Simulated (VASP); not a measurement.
Here is a VASP 6.6.1 calculation.

Contents of INCAR:

```
SYSTEM = Se
PREC     = Accurate       ! precision mode
ENCUT    = 520            ! plane-wave cutoff, eV
EDIFF    = 1E-6           ! SCF threshold, eV
ISMEAR   = 0              ! smearing method
SIGMA    = 0.1            ! smearing width, eV
LREAL    = .False.        ! projectors in reciprocal space
LASPH    = .True.         ! aspherical terms in the spheres
NELM     = 100            ! most SCF steps
ALGO     = Fast           ! electronic algorithm
ISIF     = 2              ! what is computed and relaxed
LWAVE    = .False.        ! write WAVECAR
LCHARG   = .True.         ! write CHGCAR
LDIPOL   = .True.       
IDIPOL   = 3            
DIPOL    = 0.5 0.5 0.248
GGA      = PE             ! functional
LELF     = .True.         ! ELF
LVHAR    = .True.       
LVACPOTAV= .True.       
NBANDS   = 16             ! bands
```

File KPOINTS:

```
Automatic mesh
0
Gamma
  18 18 1
  0 0 0
```

The input POSCAR:

```
Se
1.0
    3.0397553574      0.0000001929      0.0000000000
   -1.5198778458      2.6325052643      0.0000000000
    0.0000000000      0.0000000000     34.2856965367
Se
3
Direct
    1.0000000000      0.0000000000      0.1721000909
    0.0000000000      1.0000000000      0.3237334991
    1.0000000000      0.0000000000      0.2479167950
```

Potentials or basis: VASP PAW PBE potentials, release 64 (Se).

Run with:

```bash
$ cat potpaw_PBE.64/Se/POTCAR > POTCAR
$ mpirun -np 1 vasp_std > vasp.out
```

Problem. Predict the band gap on the k mesh.

Solution. None (metal or under the smearing width).

Problem. Predict the work function of the upper face.

Solution. 5.06 eV.

Problem. Predict the work function of the lower face.

Solution. 5.06 eV.

Forces in eV/Å, atoms in the order of the input:
```
Se   0.000  0.000  0.003
Se   0.000  0.000 -0.003
Se   0.000  0.000  0.000
```
